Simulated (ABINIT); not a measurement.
A run of ABINIT 10.8.3 (patched build) is set up as follows.

File run.abi:

```
# Datasets: ground state, then fixed potential
ndtset 2

# Pseudopotentials
pp_dirpath "./"
pseudos "As.upf, B.upf"

# Structure
acell 3.3778490937 3.3778490937 3.3778490937 Angstrom
rprim
     0.0000000000     0.7071067812     0.7071067812
     0.7071067812     0.0000000000     0.7071067812
     0.7071067812     0.7071067812     0.0000000000
ntypat 2
znucl 33 5
natom 2
typat 1 2
xred
     0.7500000000     0.7500000000     0.7500000000
     0.0000000000     0.0000000000     0.0000000000

# Plane-wave basis
ecut 42.0

# Exchange and correlation
ixc 11

# Bands and occupations
occopt 3
tsmear 0.00183747

# SCF cycle
nstep 100

# Output
iomode 3
prtwf 0
prteig 0
prtebands 0
prtden1 1

# Dataset 1
kptopt1 1
ngkpt1 10 10 10
nshiftk1 1
shiftk1 0.0 0.0 0.0
nband1 13
tolvrs1 1.0e-10

# Dataset 2: bands along G-X-W-K-G-L-U-W-L-K
iscf2 -2
getden2 1
nband2 17
nbdbuf2 2
tolwfr2 1.0e-12
kptopt2 -9
ndivsm2 5
prteig2 1
prtvol2 -3
kptbounds2
     0.0000000000     0.0000000000     0.0000000000
     0.5000000000     0.0000000000     0.5000000000
     0.5000000000     0.2500000000     0.7500000000
     0.3750000000     0.3750000000     0.7500000000
     0.0000000000     0.0000000000     0.0000000000
     0.5000000000     0.5000000000     0.5000000000
     0.6250000000     0.2500000000     0.6250000000
     0.5000000000     0.2500000000     0.7500000000
     0.5000000000     0.5000000000     0.5000000000
     0.3750000000     0.3750000000     0.7500000000
```

Potentials or basis: PseudoDojo NC SR PBE v0.5 standard.

Run with:

```sh
$ abinit run.abi > log 2>&1
```

**Question.** What does it give for the band gap on the k mesh?

**Answer.** 1.20 eV, indirect (least direct gap 3.29 eV).

**Question.** What does it give for the pressure?

**Answer.** 2.7 GPa.

Levels at the corners of the path, in eV from the valence-band top:
| point | band 7 | band 8 | band 9 | band 10 | band 11 | band 12 |
| --- | --- | --- | --- | --- | --- | --- |
| Γ | 0.00 | 0.00 | 0.00 | 3.29 | 3.29 | 3.29 |
| X | -8.51 | -4.07 | -4.07 | 1.45 | 1.46 | 11.39 |
| W | -8.05 | -5.48 | -5.18 | 5.28 | 5.95 | 6.83 |
| K | -8.13 | -5.94 | -3.48 | 2.06 | 5.57 | 9.24 |
| Γ | 0.00 | 0.00 | 0.00 | 3.29 | 3.29 | 3.29 |
| L | -8.77 | -1.82 | -1.82 | 2.70 | 4.81 | 4.81 |
| U | -8.13 | -5.94 | -3.48 | 2.06 | 5.57 | 9.24 |
| W | -8.05 | -5.48 | -5.18 | 5.28 | 5.95 | 6.83 |
| L | -8.77 | -1.82 | -1.82 | 2.70 | 4.81 | 4.81 |
| K | -8.13 | -5.94 | -3.48 | 2.06 | 5.57 | 9.24 |

As with any semilocal functional, this PBE gap is likely too small.
